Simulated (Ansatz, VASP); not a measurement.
Given: the input of a run of Ansatz 0.2.0 on GaAs.

Contents of input.yaml:

```yaml
crystal:
  lattice:
    - [0.0, 2.8078772807, 2.8078772807]
    - [2.8078772807, 0.0, 2.8078772807]
    - [2.8078772807, 2.8078772807, 0.0]
  atoms:
    - { symbol: As, position: [0.75, 0.75, 0.75] }
    - { symbol: Ga, position: [0.0, 0.0, 0.0] }
kpoints:
  mp_grid: { grid: [8, 8, 8] }
scf:
  occupations: { method: fermi_dirac, width: 0.05 }
hamiltonian:
  xc: pbesol
  pseudopotentials: { kind: all_electron, lapw: { basis_error: 0.001 } }
output:
  forces: true
  stress: true
  eigenvalues: true
```

Potentials or basis: all-electron LAPW, scalar-relativistic.

The run is started by

```console
$ ansatz run input.yaml --threads 1 --pin off --max-ram 3072MiB --backend cpu --events-out ev --progress --plain --runs-dir out
```

Problem. Set up the same calculation for VASP 6.6.1. Potentials there: VASP PAW PBE potentials, release 64 (As, Ga_d).

Solution. As run (the cutoff follows the program's own potentials):

File INCAR:

```
  PREC = Accurate
  ENCUT = 520
  EDIFF = 1E-6
  ISMEAR = -1
  SIGMA = 0.05
  LREAL = False
  LASPH = True
  NELM = 100
  ALGO = Normal
  ISIF = 2
  LWAVE = False
  LCHARG = True
  GGA = PS
  LELF = True
  LVHAR = True
  NBANDS = 16
```

KPOINTS

```
Automatic mesh
0
Gamma
  8 8 8
```

File POSCAR:

```
GaAs
1.0
    0.0000000000      2.8078772807      2.8078772807
    2.8078772807      0.0000000000      2.8078772807
    2.8078772807      2.8078772807      0.0000000000
As Ga
1 1
Direct
    0.7500000000      0.7500000000      0.7500000000
    0.0000000000      0.0000000000      0.0000000000
```

Potentials or basis: VASP PAW PBE potentials, release 64 (As, Ga_d).

The run is started by

```sh
$ cat potpaw_PBE.64/As/POTCAR potpaw_PBE.64/Ga_d/POTCAR > POTCAR
$ mpirun -np 1 vasp_std > vasp.out
```

Both were run:

|  | VASP | Ansatz | Ansatz less VASP |
| --- | --- | --- | --- |
| gap on the k mesh at the Fermi level (eV) | 0.61 | 0.60 | -0.010 |
| least direct gap on the mesh (eV) | 0.61 | 0.60 | -0.010 |
| pressure (GPa) | 1.8 | 1.7 | -0.17 |

Ansatz ran all-electron here, so the differences hold the error of VASP's frozen core and of both bases.

Caveats: the PAW data sets were made with another functional, which shifts forces and pressure a little (VASP). A k mesh can miss the band edges.
